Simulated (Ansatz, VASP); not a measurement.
## One calculation of SiC, two programs

Contents of POSCAR:

```
SiC
1.0
    3.2597067063      0.0000000000      0.0000000000
   -1.6298533531      2.8229888165      0.0000000000
    0.0000000000      0.0000000000      5.0481668544
Si C
2 2
Direct
    0.3333333333      0.6666666667      0.0046028828
    0.6666666667      0.3333333333      0.5046028828
    0.3333333333      0.6666666667      0.3803971172
    0.6666666667      0.3333333333      0.8803971172
```

Contents of INCAR.step1:

```
PREC = Accurate
ENCUT = 520
ISMEAR = 0
SIGMA = 0.05
LREAL = False
LASPH = True
NELM = 80
NBANDS = 16
GGA = PE
ALGO = Normal
EDIFF = 1E-4
LWAVE = True
LCHARG = False
```

File INCAR.step2:

```
PREC = Accurate
ENCUT = 520
EDIFF = 1E-6
ISMEAR = 0
SIGMA = 0.05
LREAL = False
LASPH = True
NELM = 80
ALGO = Normal
ISIF = 2
LWAVE = False
LCHARG = True
METAGGA = R2SCAN
LMIXTAU = True
LELF = True
LVHAR = True
NBANDS = 16
ISTART = 1
```

The input KPOINTS:

```
Automatic mesh
0
Gamma
  12 12 6
```

Input for Ansatz:

```yaml
crystal:
  lattice:
    - [3.2597067063, 0.0, 0.0]
    - [-1.6298533531, 2.8229888165, 0.0]
    - [0.0, 0.0, 5.0481668544]
  atoms:
    - { symbol: Si, position: [0.3333333333, 0.6666666667, 0.0046028828] }
    - { symbol: Si, position: [0.6666666667, 0.3333333333, 0.5046028828] }
    - { symbol: C, position: [0.3333333333, 0.6666666667, 0.3803971172] }
    - { symbol: C, position: [0.6666666667, 0.3333333333, 0.8803971172] }
basis:
  ecutwfc: 500
kpoints:
  mp_grid: { grid: [12, 12, 6] }
hamiltonian:
  xc: r2scan
scf:
  occupations: { method: gaussian, width: 0.05 }
output:
  forces: true
  stress: true
  eigenvalues: true
```

Change from the starting cell: strain +0.0600 x Voigt [1, 1, 0, 0, 0, 0], atoms carried along.

Alike in both runs: task single point; functional r2SCAN; k mesh 12 × 12 × 6; occupations gaussian, width 0.05 eV; no spin polarisation.

|  | VASP | Ansatz |
| --- | --- | --- |
| version | VASP 6.6.1 | Ansatz 0.2.0 |
| potentials or method | VASP PAW PBE potentials, release 64 (Si, C) | scalar-relativistic, plane waves, PAW |
| plane-wave cutoff (eV) | 520 | 500 |
| valence electrons in the cell | 16 | 16 |

|  | VASP | Ansatz | Ansatz less VASP |
| --- | --- | --- | --- |
| gap on the k mesh at the Fermi level (eV) | 2.55 | 2.55 | -0.001 |
| least direct gap on the mesh (eV) | 3.47 | 3.47 | -0.003 |
| pressure (GPa) | -20.5 | -20.4 | +0.10 |
| largest component of the traceless stress (GPa) | 17.76 | 17.66 | -0.099 |
| rms of the force components (eV/Å) | 0.184 | 0.185 | +0.0014 |

Atom by atom the forces differ by 0.001 eV/Å (rms over components). The functional is the same, so the differences come from potentials, cutoffs and numerics.

Caveats: so large a pressure means that the cell lies far from this level's equilibrium, or that cutoff or potentials fall short (VASP); the potentials were made for another functional, which shifts forces and pressure (VASP). A k mesh can miss the band edges.
